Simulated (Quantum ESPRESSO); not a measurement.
Zn under changes of volume

One of the cells (15.451 Å³/atom); the others are scaled copies at fixed shape and fractional positions:

```
Zn
1.0
    -1.56904    1.56904    1.56904
     1.56904   -1.56904    1.56904
     1.56904    1.56904   -1.56904
Zn
1
Direct
  0.00000 0.00000 0.00000
```

This isn't the form of Zn at room conditions, which is hcp.

| Property | Result |
| --- | --- |
| Program | Quantum ESPRESSO 7.5 |
| Functional | PBEsol |
| Potentials or basis | GBRV 1.5 PBEsol |
| Cutoff | 762 eV |
| Density cutoff | 6095 eV |
| k mesh | 12 × 12 × 12 |
| Occupations | fermi-dirac, width 0.05 eV |
| Spin | no spin polarisation |

```csv
volume (Å³/atom),energy over the lowest point (meV/atom),pressure (GPa)
14.524,0.00,-1.4
14.833,3.97,-2.9
15.142,10.40,-4.1
15.451,?,?
15.760,29.63,-6.2
16.069,42.04,-7.0
16.378,55.95,-7.8
```

Problem. What does the run at 15.451 Å³/atom give?

Solution. Energy over the lowest point 19.01 meV/atom; pressure -5.2 GPa.

Worked out: A Birch-Murnaghan fit of order 3 (a polynomial in V^(-2/3)) to the other rows has its minimum at 14.24 Å³/atom, just outside them, with B0 = V·E''(V) = 73 GPa and B' = 4.2. It gives 19.04 meV/atom at 15.451 Å³/atom, against the run's 19.01, and -dE/dV = -5.0 GPa, against -5.2.

Energies are extrapolated to zero smearing.
